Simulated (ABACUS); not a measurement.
Write the native input for ABACUS 3.10.1 that does the following.

```yaml
Task: band structure
Functional: r2SCAN
Potentials_or_basis: SG15 ONCV 1.2 PBE
Cutoff: 1361 eV
Density_cutoff: 5442 eV
Basis: DZP LCAO (the cutoffs set its grid)
Occupations: fermi-dirac, width 0.05 eV
Spin: no spin polarisation
Orbital_files: Cu Cu_confined-atom_7au_3s2p2d1f.orb
Radial_cutoff_of_the_potentials_pseudo_rcut: 10 bohr
Density: read from an earlier self-consistent run
Path: G-X-W-K-G-L-U-W-L-K, U-X
Points_for_each_segment_of_the_path: 10
SCF_threshold_on_the_density: 1e-07
Max_SCF_steps: 100
Eigensolver: genelpa
Mixing: broyden
Mixing_share: 0.7
Symmetry_key: -1
```

Cu:

```
Cu
1.0
     0.00000    1.80750    1.80750
     1.80750    0.00000    1.80750
     1.80750    1.80750    0.00000
Cu
1
Cartesian
  0.0000 0.0000 0.0000
```

One way to write it, as run:

INPUT

```
INPUT_PARAMETERS
suffix              Cu
calculation         nscf
basis_type          lcao
pseudo_dir          ./
orbital_dir         ./
symmetry            -1
dft_functional      MGGA_X_R2SCAN+MGGA_C_R2SCAN
ecutwfc             100.0
pseudo_rcut         10
nspin               1
nbands              20
ks_solver           genelpa
smearing_method     fd
smearing_sigma      0.00367493
scf_thr             1e-07
scf_nmax            100
mixing_type         broyden
mixing_beta         0.7
mixing_tau          1
init_chg            file
out_band            1
```

STRU

```
ATOMIC_SPECIES
Cu 63.5460 Cu_ONCV_PBE-1.2.upf

NUMERICAL_ORBITAL
Cu_confined-atom_7au_3s2p2d1f.orb

LATTICE_CONSTANT
1.8897261246

LATTICE_VECTORS
0.0000000000 1.8075000000 1.8075000000
1.8075000000 0.0000000000 1.8075000000
1.8075000000 1.8075000000 0.0000000000

ATOMIC_POSITIONS
Direct

Cu
0.0
1
0.0000000000 0.0000000000 0.0000000000 1 1 1
```

KPT

```
K_POINTS
12
Line
0.00000000 0.00000000 0.00000000 10 // G
0.50000000 0.00000000 0.50000000 10 // X
0.50000000 0.25000000 0.75000000 10 // W
0.37500000 0.37500000 0.75000000 10 // K
0.00000000 0.00000000 0.00000000 10 // G
0.50000000 0.50000000 0.50000000 10 // L
0.62500000 0.25000000 0.62500000 10 // U
0.50000000 0.25000000 0.75000000 10 // W
0.50000000 0.50000000 0.50000000 10 // L
0.37500000 0.37500000 0.75000000 1 // K
0.62500000 0.25000000 0.62500000 10 // U
0.50000000 0.00000000 0.50000000 1 // X
```

Potentials or basis: SG15 ONCV 1.2 PBE, DZP LCAO (the cutoffs set its grid).

Command:

```bash
$ OMP_NUM_THREADS=1 mpirun -np 4 abacus > log
```

It took 1.8 s on 4 MPI ranks on AMD EPYC 7R13 Processor (Zen 3), on a shared host, peak memory 0.4 GiB a rank.
